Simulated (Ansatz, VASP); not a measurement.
## Two plane-wave programs on Sc

POSCAR

```
Sc
1.0
   -1.9299025810      1.9299025810      1.7289781858
    1.9299025810     -1.9299025810      1.7289781858
    1.9299025810      1.9299025810     -1.7289781858
Sc
1
Direct
    0.0000000000      0.0000000000      0.0000000000
```

The input INCAR.step1:

```
SYSTEM = Sc
PREC     = Accurate       ! precision mode
ENCUT    = 520            ! plane-wave cutoff, eV
ISMEAR   = -1             ! smearing method
SIGMA    = 0.1            ! smearing width, eV
LREAL    = .FALSE.        ! projectors in reciprocal space
LASPH    = .TRUE.         ! aspherical terms in the spheres
NELM     = 150            ! most SCF steps
LMAXMIX  = 4              ! l up to which the mixer works
LDAU     = .TRUE.         ! DFT+U
LDAUTYPE = 2            
LDAUL    = 2              ! shell
LDAUU    = 8              ! U, eV
LDAUJ    = 0            
NBANDS   = 12             ! bands
GGA      = PE             ! functional
ALGO     = Normal         ! electronic algorithm
EDIFF    = 1E-4           ! SCF threshold, eV
LWAVE    = .TRUE.         ! write WAVECAR
LCHARG   = .FALSE.        ! write CHGCAR
```

Contents of INCAR.step2:

```
SYSTEM = Sc
PREC     = Accurate       ! precision mode
ENCUT    = 520            ! plane-wave cutoff, eV
EDIFF    = 1E-6           ! SCF threshold, eV
ISMEAR   = -1             ! smearing method
SIGMA    = 0.1            ! smearing width, eV
LREAL    = .FALSE.        ! projectors in reciprocal space
LASPH    = .TRUE.         ! aspherical terms in the spheres
NELM     = 150            ! most SCF steps
ALGO     = Normal         ! electronic algorithm
ISIF     = 2              ! what is computed and relaxed
LWAVE    = .FALSE.        ! write WAVECAR
LCHARG   = .TRUE.         ! write CHGCAR
LMAXMIX  = 4              ! l up to which the mixer works
LDAU     = .TRUE.         ! DFT+U
LDAUTYPE = 2            
LDAUL    = 2              ! shell
LDAUU    = 8              ! U, eV
LDAUJ    = 0            
LDAUPRINT= 1            
METAGGA  = R2SCAN         ! meta-GGA
LMIXTAU  = .TRUE.       
LUSE_VDW = .TRUE.       
IVDW_NL  = 2            
BPARAM   = 11.95        
CPARAM   = 0.0093       
LELF     = .TRUE.         ! ELF
LVHAR    = .TRUE.       
NBANDS   = 12             ! bands
ISTART   = 1
```

File KPOINTS:

```
Automatic mesh
0
G
  10 10 10
  0 0 0
```

The input input.yaml:

```yaml
crystal:
  lattice:
    - [-1.929902581, 1.929902581, 1.7289781858]
    - [1.929902581, -1.929902581, 1.7289781858]
    - [1.929902581, 1.929902581, -1.7289781858]
  atoms:
    - { symbol: Sc, position: [0.0, 0.0, 0.0] }
hamiltonian:
  xc: r2scan
  pseudopotentials: { kind: paw, source: jth }
  dispersion: rvv10
  hubbard:
    sites: [{ species: Sc, l: d, u_eff: 8.0 }]
    projectors: atomic
    double_counting: fll
kpoints:
  mp_grid: { grid: [10, 10, 10] }
scf:
  occupations: { method: fermi_dirac, width: 0.1 }
output:
  forces: true
  stress: true
  eigenvalues: true
```

This isn't the form of Sc at room conditions, which is hcp.

Alike in both runs: task single point; functional r2SCAN; dispersion rVV10; k mesh 10 × 10 × 10; occupations fermi-dirac, width 0.1 eV; no spin polarisation; Hubbard terms Sc d U = 8.0 eV.

|  | VASP | Ansatz |
| --- | --- | --- |
| version | VASP 6.6.1 | Ansatz 0.2.0 |
| potentials or method | VASP PAW PBE potentials, release 64 (Sc_sv) | JTH PAW |
| plane-wave cutoff (eV) | 520 | 1350 |
| valence electrons in the cell | 11 | 11 |

```csv
,VASP,Ansatz,Ansatz less VASP
gap on the k mesh at the Fermi level (eV),none,none,-
pressure (GPa),10.1,27.1,+17.00
largest component of the traceless stress (GPa),5.12,7.96,+2.848
```

The programs project onto different local orbitals, so the same U acts differently. A gap of «none» marks a metal or a gap that the smearing closes.

Caveats: U without spin polarisation on a metal has little footing; the U is typed as a test and isn't derived for this compound; the PAW data sets were made with another functional, which shifts forces and pressure a little (VASP).
